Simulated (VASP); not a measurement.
# Sn (Fd-3m) in VASP: notebook

One crystal, Sn, is run at these levels: r2SCAN, PBE+D3(BJ); tasks: relaxation of cell and atoms, relaxation of the atoms.

All numbers are computed with VASP 6.6.1; they aren't measurements. Logs are shortened: lines on timing, memory, paths and dates and some standing lists are left out, and cuts for length are marked.

### Step 1. The crystal as given

The structure is cubic, space group Fd-3m (No. 227). The conventional cell has a = 6.566 Å, b = 6.566 Å, c = 6.566 Å, α = 90.00°, β = 90.00°, γ = 90.00°. Sn (site symmetry -43m) has 4 Sn at 2.84 Å as nearest neighbours.

This isn't the form of Sn at room conditions, which is tetragonal (white tin).

### Step 2. Relaxation of cell and atoms, r2SCAN

The input, INCAR:

```
SYSTEM = Sn
PREC = Accurate ; ENCUT = 600
EDIFF = 1E-7 ; ISMEAR = 0
SIGMA = 0.03 ; LREAL = .False.
LASPH = .True. ; NELM = 80
ALGO = Normal ; ISIF = 3
LWAVE = .False. ; LCHARG = .False.
METAGGA = R2SCAN ; LMIXTAU = .True.
IBRION = 2 ; NSW = 90
EDIFFG = -0.005
```

The input, KPOINTS:

```
regular mesh
0
Gamma
  10 10 10
  0 0 0
```

The input, POSCAR:

```
Sn                                      
1.0
   -0.0000000000      3.2829194365      3.2829194365
    3.2829194365      0.0000000000      3.2829194365
    3.2829194365      3.2829194365      0.0000000000
  Sn            
     2
Direct
     0.0000000000000000    0.0000000000000000    0.0000000000000000
     0.2500000000000000    0.2500000000000000    0.2500000000000000
```

Potentials or basis: VASP PAW PBE potentials, release 64 (Sn_d).

Run with:

```sh
> cat potpaw_PBE.64/Sn_d/POTCAR > POTCAR
> mpirun -np 1 vasp_std > vasp.out
```

OUTCAR:

```text
SYSTEM = Sn
   PREC = Accurate
   ENCUT = 600
   EDIFF = 1E-7
   ISMEAR = 0
   LREAL = .False.
   LASPH = .True.
   NELM = 80
   ISIF = 3
   METAGGA = R2SCAN
   IBRION = 2
   NSW = 90
   EDIFFG = -0.005

 ion  position               nearest neighbor table
   1  0.000  0.000  0.000-   2 2.84   2 2.84   2 2.84   2 2.84
   2  0.250  0.250  0.250-   1 2.84   1 2.84   1 2.84   1 2.84

  LATTYP: Found a face centered cubic cell.
 ALAT       =     6.5658388730

  Lattice vectors:

 A1 = (   0.0000000000,   3.2829194365,   3.2829194365)
 A2 = (   3.2829194365,   0.0000000000,   3.2829194365)
 A3 = (   3.2829194365,   3.2829194365,   0.0000000000)

Analysis of symmetry for initial positions (statically):
=====================================================================
 Subroutine PRICEL returns:
 Original cell was already a primitive cell.

 Routine SETGRP: Setting up the symmetry group for a
 face centered cubic supercell.

 Subroutine GETGRP returns: Found 48 space group operations
 (whereof 24 operations were pure point group operations)
 out of a pool of 48 trial point group operations.

The static configuration has the point symmetry T_d .
 The point group associated with its full space group is O_h .

Analysis of symmetry for dynamics (positions and initial velocities):
=====================================================================
 Subroutine PRICEL returns:
 Original cell was already a primitive cell.

 Routine SETGRP: Setting up the symmetry group for a
 face centered cubic supercell.

 Subroutine GETGRP returns: Found 48 space group operations
 (whereof 24 operations were pure point group operations)
 out of a pool of 48 trial point group operations.

The dynamic configuration has the point symmetry T_d .
 The point group associated with its full space group is O_h .

 Subroutine INISYM returns: Found 48 space group operations
 (whereof 24 operations are pure point group operations),
 and found     1 'primitive' translations

----------------------------------------------------------------------------------------

                                     Primitive cell

  volume of cell :      70.7637

  direct lattice vectors                    reciprocal lattice vectors
     0.000000000  3.282919436  3.282919436    -0.152303463  0.152303463  0.152303463
     3.282919436  0.000000000  3.282919436     0.152303463 -0.152303463  0.152303463
     3.282919436  3.282919436  0.000000000     0.152303463  0.152303463 -0.152303463

[... 85 lines left out ...]
   EDIFFG = -.5E-02   stopping-criterion for IOM
   NSW    =     90    number of steps for IOM
   IBRION =      2    ionic relax: 0-MD 1-quasi-New 2-CG
   NFREE  =      1    steps in history (QN), initial steepest desc. (CG)
   ISIF   =      3    stress and relaxation
   ISYM   =      2    0-nonsym 1-usesym 2-fastsym
   POTIM  = 0.5000    time-step for ionic-motion
   TEBEG  =    0.0;   TEEND  =   0.0 temperature during run
   PSTRESS=    0.0 pullay stress
   NELECT =      28.0000    total number of electrons
   NUPDOWN=      -1.0000    fix difference up-down
   EMIN   =  10.00;   EMAX   =-10.00  energy-range for DOS
   EFERMI =   0.00;   METHOD = LEGACY
   ISMEAR =     0;   SIGMA  =   0.03  broadening in eV -4-tet -1-fermi 0-gaus
   EFERMI_NEDOS =   21; number of points for ismear=-14 and -15
   IALGO  =     38    algorithm
   IMIX   =      4    mixing-type and parameters
     AMIX     =   0.40;   BMIX     =  1.00
     AMIX_MAG =   1.60;   BMIX_MAG =  1.00
  volume/ion in A,a.u.               =      35.38       238.77
  Fermi-wavevector in a.u.,A,eV,Ry     =   1.201869  2.271204 19.653481  1.444490
  Thomas-Fermi vector in A             =   2.337666
   LORBIT       =      0    0 simple, 1 ext, 2 COOP (PROOUT), +10 PAW based schemes
   METAGGA = R2SCAN    functional components
   LHFCALC =     F    Hartree Fock is set to
   AEXX    =    0.0000 exact exchange contribution
   IVDW    =     0    specifies the selected vdW correction
   LEPSILON=     F    determine dielectric tensor
   LRPA    =     F    only Hartree local field effects (RPA)
 conjugate gradient relaxation of ions
 non-spin polarized calculation
 Gauss-broadening in eV      SIGMA  =   0.03
  energy-cutoff  :      600.00
  volume of cell :       70.76
 maximum number of plane-waves:      2397
 NGX is ok and might be reduce to    40
   NGX = 19   NGY = 19   NGZ = 19

 number of electron      27.9999999 magnetization

 Free energy of the ion-electron system (eV)
  ---------------------------------------------------
  ext. energy  EPLUGINS =         0.00000000
  ---------------------------------------------------
  free energy    TOTEN  =       -49.49582879 eV

  energy without entropy =      -49.49577839  energy(sigma->0) =      -49.49580359

 E-fermi :   5.2253     XC(G=0):  -9.4268

 val. band max:        5.2167276362   @ k =   0.0000   0.0000   0.0000
 cond. band min:       5.2766855058   @ k =   0.5000   0.0000   0.0000
 fundamental gap:      0.0599578696
 Fermi energy:         5.2252641755

 k-point     1 :       0.0000    0.0000    0.0000
  band No.  band energies     occupation
      1     -17.1245      2.00000
      2     -17.1245      2.00000
      3     -17.1245      2.00000
      4     -17.0626      2.00000
      5     -17.0626      2.00000
      6     -16.7674      2.00000
[... 481 lines left out ...]
      5     -16.9469      2.00000
      6     -16.9178      2.00000
[... 10 lines left out ...]
     17      10.8409      0.00000
     18      11.3087      0.00000

 [... further k-points ...]

------------------------ aborting loop because EDIFF is reached ----------------------------------------

  FORCE on cell =-STRESS in cart. coord.  units (eV):
  Direction    XX          YY          ZZ          XY          YZ          ZX
  --------------------------------------------------------------------------------------
  -------------------------------------------------------------------------------------
  Total       -0.0035289     -0.0035289     -0.0035289      0.0000000      0.0000000     -0.0000000
  in kB       -0.0798994     -0.0798994     -0.0798994      0.0000000      0.0000000     -0.0000000
  external PRESSURE =      -0.0798994 kB  Pullay stress =       0.0000000 kB

 VOLUME and BASIS-vectors are now :
 -----------------------------------------------------------------------------
  energy-cutoff  :      600.00
  volume of cell :       70.76
      direct lattice vectors                 reciprocal lattice vectors
     0.000000000  3.282919436  3.282919436    -0.152303463  0.152303463  0.152303463
     3.282919436  0.000000000  3.282919436     0.152303463 -0.152303463  0.152303463
     3.282919436  3.282919436  0.000000000     0.152303463  0.152303463 -0.152303463

 POSITION                                       TOTAL-FORCE (eV/Angst)
 -----------------------------------------------------------------------------------
      0.00000      0.00000      0.00000         0.000000      0.000000     -0.000000
      1.64146      1.64146      1.64146        -0.000000     -0.000000      0.000000
 -----------------------------------------------------------------------------------
    total drift:                               -0.000000     -0.000000      0.000000

  FREE ENERGIE OF THE ION-ELECTRON SYSTEM (eV)
  ---------------------------------------------------
  free  energy   TOTEN  =       -49.4958287933 eV

  energy  without entropy=      -49.4957783852  energy(sigma->0) =      -49.49580359

 reached required accuracy - stopping structural energy minimisation
```

CONTCAR:

```text
Sn
   1.00000000000000
     0.0000000000000000    3.2829194364999998    3.2829194364999998
     3.2829194364999998    0.0000000000000000    3.2829194364999998
     3.2829194364999998    3.2829194364999998    0.0000000000000000
  Sn
     2
Direct
     0.0000000000000000    0.0000000000000000    0.0000000000000000
     0.2500000000000000    0.2500000000000000    0.2500000000000000

  0.00000000E+00  0.00000000E+00  0.00000000E+00
  0.00000000E+00  0.00000000E+00  0.00000000E+00
```

Run time: 2.9 min. Hardware: 1 thread of Intel Xeon 6975P-C (Granite Rapids), shared host; peak memory 0.28 GiB.

Results:

```yaml
Free_energy: -49.4958 eV
Pressure_after_relaxing: 0.0 GPa
Band_gap_on_the_k_mesh: none (metal or under the smearing width)
```

Final structure:
```yaml
crystal:
  lattice:
    - [0.00000, 3.28292, 3.28292]
    - [3.28292, 0.00000, 3.28292]
    - [3.28292, 3.28292, 0.00000]
  atoms:
    - { symbol: Sn, position: [0.00000, 0.00000, 0.00000] }
    - { symbol: Sn, position: [0.25000, 0.25000, 0.25000] }
```

Caveat: the relaxation stopped at its first step, so nothing moved; the PAW data sets were made with another functional, which shifts forces and pressure a little.

### Step 3. Relaxation of cell and atoms, PBE+D3(BJ)

This run uses another cell than the first one, of 33.80 Å³/atom, 0.955 times its volume.

The input, INCAR:

```
PREC = Accurate
ENCUT = 600
EDIFF = 1E-6
ISMEAR = 0
SIGMA = 0.03
LREAL = F
LASPH = T
NELM = 80
ALGO = Normal
ISIF = 3
LWAVE = F
LCHARG = F
GGA = PE
IVDW = 12
IBRION = 2
NSW = 90
EDIFFG = -0.01
```

The input, KPOINTS:

```
regular mesh
0
Gamma
  10 10 10
```

The input, POSCAR:

```
Sn
1.0
    0.0000000000      3.2333428000      3.2333428000
    3.2333428000      0.0000000000      3.2333428000
    3.2333428000      3.2333428000      0.0000000000
Sn
2
Direct
    0.0000000000      0.0000000000      0.0000000000
    0.2500000000      0.2500000000      0.2500000000
```

Potentials or basis: VASP PAW PBE potentials, release 64 (Sn_d).

Run with:

```sh
> cat potpaw_PBE.64/Sn_d/POTCAR > POTCAR
> mpirun -np 1 vasp_std > vasp.out
```

It took 1.9 min on 1 thread of Intel Xeon Platinum 8375C at 2.90GHz (Ice Lake), shared host; peak memory 0.28 GiB.

The run converged. Its results:

```yaml
Free_energy: -8.2676 eV
Relaxed_volume: 35.45 Å³/atom
Relaxed_cell: a = 4.646 Å, b = 4.646 Å, c = 4.646 Å, α = 60.00°, β = 60.00°, γ = 60.00°
Space_group_after_relaxing_to_0.05_Å: Fd-3m (No. 227)
Energy_gained_by_relaxing: 10.4 meV/atom
Ionic_steps: 3
Pressure_after_relaxing: 0.0 GPa
Band_gap_on_the_k_mesh: none (metal or under the smearing width)
Dispersion_energy_per_atom: -0.295 eV
```

The path:
```
step  energy change (eV)  largest force (eV/Å)  pressure (GPa)  volume (Å³)
   1              0.0000                0.0000            2.14        67.61
   2             -0.0184                0.0000           -0.63        72.12
   3             -0.0209                0.0000            0.00        70.90
```

Final structure:
```yaml
crystal:
  lattice:
    - [0.00000, 3.28498, 3.28498]
    - [3.28498, 0.00000, 3.28498]
    - [3.28498, 3.28498, 0.00000]
  atoms:
    - { symbol: Sn, position: [0.00000, 0.00000, 0.00000] }
    - { symbol: Sn, position: [0.25000, 0.25000, 0.25000] }
```

Levels at points of the mesh, in eV from the Fermi level:
```csv
k point,band 10,band 11,band 12,band 13,band 14,band 15,band 16,band 17,band 18
"(0.00, 0.00, 0.00)",-21.21,-10.30,-0.83,0.15,0.15,0.15,2.22,2.22,2.22
"(0.50, 0.00, 0.00)",-21.17,-8.75,-6.10,-1.00,-1.00,-0.01,3.28,3.28,5.74
"(0.50, 0.50, 0.00)",-21.15,-7.32,-7.32,-2.28,-2.28,0.93,0.93,7.56,7.56
```

Caveat: pairwise dispersion overbinds metals, which lowers pressure and volume. Zero-point motion and thermal expansion aren't in these numbers.

### Step 4. Relaxation of cell and atoms, PBE+D3(BJ)

Changes to INCAR since step 3:

```diff
@@ -2,3 +2,3 @@
 ENCUT = 600
-EDIFF = 1E-6
+EDIFF = 1E-7
 ISMEAR = 0
@@ -16,2 +16,2 @@
 NSW = 90
-EDIFFG = -0.01
+EDIFFG = -0.005
```

KPOINTS is that of step 3.

The input, POSCAR:

```
Sn                                      
1.0
    0.0000000000      3.2849782593      3.2849782593
    3.2849782593     -0.0000000000      3.2849782593
    3.2849782593      3.2849782593      0.0000000000
  Sn            
     2
Direct
     0.0000000000000000    0.0000000000000000    0.0000000000000000
     0.2500000000000000    0.2500000000000000    0.2500000000000000
```

Run with:

```sh
> cat potpaw_PBE.64/Sn_d/POTCAR > POTCAR
> mpirun -np 1 vasp_std > vasp.out
```

Run time: 50 s. Hardware: 1 thread of Intel Xeon Platinum 8375C at 2.90GHz (Ice Lake), shared host; peak memory 0.27 GiB.

It converged, with:

| Quantity | Value |
| --- | --- |
| Free energy | -8.2679 eV |
| Pressure after relaxing | 0.0 GPa |
| Band gap on the k mesh | none (metal or under the smearing width) |
| Dispersion energy per atom | -0.295 eV |

Final structure:
```
Sn
1.0
     0.00000    3.28498    3.28498
     3.28498    0.00000    3.28498
     3.28498    3.28498    0.00000
Sn
2
Direct
  0.00000 0.00000 0.00000
  0.25000 0.25000 0.25000
```

Levels at points of the mesh, in eV from the Fermi level:
```tsv
k point	band 12	band 13	band 14	band 15	band 16	band 17
(0.00, 0.00, 0.00)	-0.83	0.15	0.15	0.15	2.22	2.22
(0.50, 0.00, 0.00)	-6.10	-1.00	-1.00	-0.01	3.28	3.28
(0.50, 0.50, 0.00)	-7.32	-2.28	-2.28	0.93	0.93	7.56
```

Caveat: the relaxation stopped at its first step, so nothing moved; pairwise dispersion overbinds metals, which lowers pressure and volume.

(Continued in part 2 of 2.)
